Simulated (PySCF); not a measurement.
How well do the runs reproduce experiment for propionaldehyde?

**Measured values to compare with.**

From NIST CCCBDB Release 22 (SRD 101), experimental polarizabilities, for the gas: mean polarisability 6.35 Å³.

The results are set against them at the end.

Species: propionaldehyde, C3H6O.
Atom-mapped SMILES: `[CH3:1][CH2:2][CH:3]=[O:4]` (hydrogens: H5, H6, H7 on C1; H8, H9 on C2; H10 on C3)

Geometry (GFN2-xTB, Å), atoms numbered from 1 in this order:
```xyz
10
C3H6O angstrom
C     -1.0562    0.5094   -0.0932
C      0.0211   -0.5616   -0.1863
C      1.3565   -0.0844    0.3048
O      1.6000    1.0094    0.7267
H     -2.0082    0.1281   -0.4529
H     -0.7764    1.3753   -0.6875
H     -1.1730    0.8331    0.9377
H     -0.2508   -1.4428    0.4020
H      0.1507   -0.8987   -1.2189
H      2.1453   -0.8632    0.2451
```

The PySCF runs (gas phase, on this GFN2-xTB geometry; no spin–orbit coupling):

```csv
level,job,basis functions,wall time
CAM-B3LYP/def2-SVPD,"8 singlets by full TDDFT, 3 Tamm–Dancoff triplets, polarisability",131,8.0 s
```

Hardware: one thread of an x86-64 server, on a shared host.

Results beside the measurements:

**Mean polarisability.** Measured: 6.35 Å³ (NIST CCCBDB Release 22 (SRD 101), experimental polarizabilities).

```csv
level,computed (Å³),computed − measured (Å³),% (from the printed values)
CAM-B3LYP/def2-SVPD,6.02,-0.33,-5
```

The computed values are static and purely electronic, with core orbitals frozen in the response (1 au = 0.148185 Å³). The table of measured values doesn't say here whether a value is static or optical, or holds a vibrational part. The measurement averages over conformers, the calculation has one.

No measured geometry was used, and the causes of the misses weren't examined.
